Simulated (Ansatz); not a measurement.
# SnSe (P4/nmm): scan of the energy under strain from a Python script

What does a strain cost in SnSe (P4/nmm)? The task is a scan of the energy under strain, for SnSe (P4/nmm).

Computed with Ansatz 0.2.0 through its Python package. Level of theory: DFT LDA, plane waves, PAW.

## 1. Starting point

It takes space group P4/nmm (No. 129, tetragonal). Conventional cell: a = 4.285 Å, b = 4.285 Å, c = 10.991 Å, α = 90.00°, β = 90.00°, γ = 90.00°. Around Sn (site symmetry 4mm) lie 5 Se at 2.68 to 3.03 Å. Se (site symmetry 4mm) is surrounded by 5 Sn at 2.68 to 3.03 Å.

The script holds or builds the structure itself.

## 2. The script

snse_strain.py

```python
"""A rhombohedral strain scan of SnSe."""

import ansatz as az
import matplotlib.pyplot as plt
import numpy as np

vectors0 = np.array([
    [4.28533, 0.0, 0.0],
    [0.0, 4.28533, 0.0],
    [0.0, 0.0, 10.99069],
])
sites = [
    ("Sn", (0.5, 0.0, 0.37223)),
    ("Sn", (0.0, 0.5, 0.62777)),
    ("Se", (0.5, 0.0, 0.61604)),
    ("Se", (0.0, 0.5, 0.38396)),
]


def make_crystal(cell):
    crystal = az.Crystal(lattice=az.Lattice.of(cell))
    for symbol, position in sites:
        crystal = crystal.atom(symbol, position)
    return crystal

# clamped ions: the fractional positions stay as typed
values = np.linspace(-0.02, 0.02, 7)
energies = []
for d in values:
    strain = d / 2 * (np.ones((3, 3)) - np.eye(3))
    cell = vectors0 @ (np.eye(3) + strain)
    job = (
        make_crystal(cell).calculation()
        .pseudopotentials("paw")
        .functional("lda")
        .occupations("gaussian", width=0.02)
        .basis(520)
        .kpoints(6, 6, 2)
    )
    r = job.run().report
    energies.append(r["free_energy_ev"] / len(sites))
    print(f"d = {d:+.4f}  F = {energies[-1]:.5f} eV/atom")
energies = np.array(energies)

for value, e in zip(values, energies):
    print(f"strain {value:7.3f}   E - Emin = {1000 * (e - energies.min()):9.3f} meV/atom")
plt.figure(figsize=(4.5, 3))
plt.plot(values, 1000 * (energies - energies.min()), "o-")
plt.xlabel("strain")
plt.ylabel("meV/atom")
plt.tight_layout()
plt.savefig("strain.png", dpi=100)
curvature = 2 * np.polyfit(values, energies, 3)[1]
volume = abs(np.linalg.det(vectors0)) / len(sites)
print(f"d2E/dd2 over the volume: {curvature / volume * 160.21766:.1f} GPa")
```

## 3. The calls as engine input

The engine receives this input (first run):

```yaml
crystal:
  lattice:
    - [4.28533, -0.042853300000000004, -0.042853300000000004]
    - [-0.042853300000000004, 4.28533, -0.042853300000000004]
    - [-0.10990690000000002, -0.10990690000000002, 10.99069]
  atoms:
    - { symbol: Sn, position: [0.5, 0.0, 0.37223] }
    - { symbol: Sn, position: [0.0, 0.5, 0.62777] }
    - { symbol: Se, position: [0.5, 0.0, 0.61604] }
    - { symbol: Se, position: [0.0, 0.5, 0.38396] }
basis:
  ecutwfc: 520.0
kpoints:
  mp_grid:
    grid: [6, 6, 2]
hamiltonian:
  xc: lda
  pseudopotentials:
    kind: paw
scf:
  occupations:
    method: gaussian
    width: 0.02
```

## 4. Running it

Command:

```sh
python snse_strain.py
```

The log of the run:

```text
d = -0.0200  F = -5631.68148 eV/atom
d = -0.0133  F = -5631.68291 eV/atom
d = -0.0067  F = -5631.68376 eV/atom
d = +0.0000  F = -5631.68404 eV/atom
d = +0.0067  F = -5631.68376 eV/atom
d = +0.0133  F = -5631.68292 eV/atom
d = +0.0200  F = -5631.68152 eV/atom
strain  -0.020   E - Emin =     2.559 meV/atom
strain  -0.013   E - Emin =     1.134 meV/atom
strain  -0.007   E - Emin =     0.283 meV/atom
strain   0.000   E - Emin =     0.000 meV/atom
strain   0.007   E - Emin =     0.282 meV/atom
strain   0.013   E - Emin =     1.123 meV/atom
strain   0.020   E - Emin =     2.522 meV/atom
d2E/dd2 over the volume: 40.3 GPa
```

It took 65 s on 1 thread of Arm Neoverse V2, shared host; peak memory 0.58 GiB.

## 5. Inputs of later runs

The engine's inputs for some of the other runs:

Run 2, against run 1:

```diff
@@ -3,3 +3,3 @@
-    - [4.28533, -0.042853300000000004, -0.042853300000000004]
-    - [-0.042853300000000004, 4.28533, -0.042853300000000004]
-    - [-0.10990690000000002, -0.10990690000000002, 10.99069]
+    - [4.28533, -0.028568866666666665, -0.028568866666666665]
+    - [-0.028568866666666665, 4.28533, -0.028568866666666665]
+    - [-0.07327126666666667, -0.07327126666666667, 10.99069]
```

Run 3, against run 1:

```diff
@@ -3,3 +3,3 @@
-    - [4.28533, -0.042853300000000004, -0.042853300000000004]
-    - [-0.042853300000000004, 4.28533, -0.042853300000000004]
-    - [-0.10990690000000002, -0.10990690000000002, 10.99069]
+    - [4.28533, -0.014284433333333332, -0.014284433333333332]
+    - [-0.014284433333333332, 4.28533, -0.014284433333333332]
+    - [-0.036635633333333334, -0.036635633333333334, 10.99069]
```

Run 6, against run 1:

```diff
@@ -3,3 +3,3 @@
-    - [4.28533, -0.042853300000000004, -0.042853300000000004]
-    - [-0.042853300000000004, 4.28533, -0.042853300000000004]
-    - [-0.10990690000000002, -0.10990690000000002, 10.99069]
+    - [4.28533, 0.028568866666666665, 0.028568866666666665]
+    - [0.028568866666666665, 4.28533, 0.028568866666666665]
+    - [0.07327126666666667, 0.07327126666666667, 10.99069]
```

## 6. The engine's runs

One row for each of the 7 runs:

```
run  strain  energy from run 4 (meV/atom)  SCF cycles  CPU time (s)
  1  -0.020                          2.56           7           9.3
  2  -0.013                          1.13           7           9.8
  3  -0.007                          0.28           7            11
  4   0.000                          0.00           7           5.8
  5   0.007                          0.28           7           9.8
  6   0.013                          1.12           7           8.7
  7   0.020                          2.52           7           8.8
```

## 7. What came out

| quantity | value |
| --- | --- |
| curvature under the strain | 40.3 GPa |
| runs compared | 7 |
| range of energy | 2.56 meV/atom |
| lowest point, strain | 0.000 |

Against the unstrained cell the energy per atom changes by +2.56 meV at one end of the scan and +2.52 meV at the other, and its second derivative over the volume is 40.3 GPa. Notes:
- The cell holds layers, chains or clusters in vacuum, no bulk phase; its stress is averaged over the vacuum too and scales with the cell's height.
- The curvature belongs to this strain pattern and to the cell's stress; it equals a single elastic constant only for simple patterns.
- Points of the mesh across the vacuum add cost only.
- This cell is a computed structure, which may not be the phase found in nature.
- The ions keep their fractional positions (clamped ions).
